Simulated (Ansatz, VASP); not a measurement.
## MgO: VASP beside Ansatz

File INCAR:

```
PREC = Accurate
ENCUT = 520
EDIFF = 1E-6
ISMEAR = 0
SIGMA = 0.05
LREAL = F
LASPH = T
NELM = 100
ALGO = Normal
ISIF = 2
LWAVE = F
LCHARG = F
GGA = CA
NBANDS = 11
```

Contents of KPOINTS:

```
regular mesh
0
Gamma
  10 10 10
```

Contents of POSCAR:

```
MgO
1.0
    0.0000000000      2.1351500000      2.1351500000
    2.1351500000      0.0000000000      2.1351500000
    2.1351500000      2.1351500000      0.0000000000
Mg O
1 1
Direct
    0.0000000000      0.0000000000      0.0000000000
    0.4765824415      0.4765824415      0.5234175585
```

Input for Ansatz:

```yaml
crystal:
  lattice:
    - [0.0, 2.13515, 2.13515]
    - [2.13515, 0.0, 2.13515]
    - [2.13515, 2.13515, 0.0]
  atoms:
    - { symbol: Mg, position: [0.0, 0.0, 0.0] }
    - { symbol: O, position: [0.4765824415, 0.4765824415, 0.5234175585] }
basis:
  ecutwfc: 420
kpoints:
  mp_grid: { grid: [10, 10, 10] }
hamiltonian:
  xc: lda
scf:
  occupations: { method: gaussian, width: 0.05 }
output:
  forces: true
  stress: true
  eigenvalues: true
```

Change from the starting cell: all O atoms moved -0.100 Å, as atom 2 along Cartesian [0 0 1].

Alike in both runs: task single point; functional LDA; k mesh 10 × 10 × 10; occupations gaussian, width 0.05 eV; no spin polarisation.

|  | VASP | Ansatz |
| --- | --- | --- |
| version | VASP 6.6.1 | Ansatz 0.2.0 |
| potentials or method | VASP PAW LDA potentials, release 64 (Mg, O) | scalar-relativistic, plane waves, PAW |
| plane-wave cutoff (eV) | 520 | 420 |
| valence electrons in the cell | 8 | 16 |

```tsv
	VASP	Ansatz	Ansatz less VASP
gap on the k mesh at the Fermi level (eV)	4.26	4.26	0.000
least direct gap on the mesh (eV)	4.26	4.26	0.000
pressure (GPa)	-12.3	-10.8	+1.56
largest component of the traceless stress (GPa)	1.98	1.94	-0.039
rms of the force components (eV/Å)	0.254	0.247	-0.0074
```

Atom by atom the forces differ by 0.007 eV/Å (rms over components). The two sets of potentials don't hold the same shells in valence.
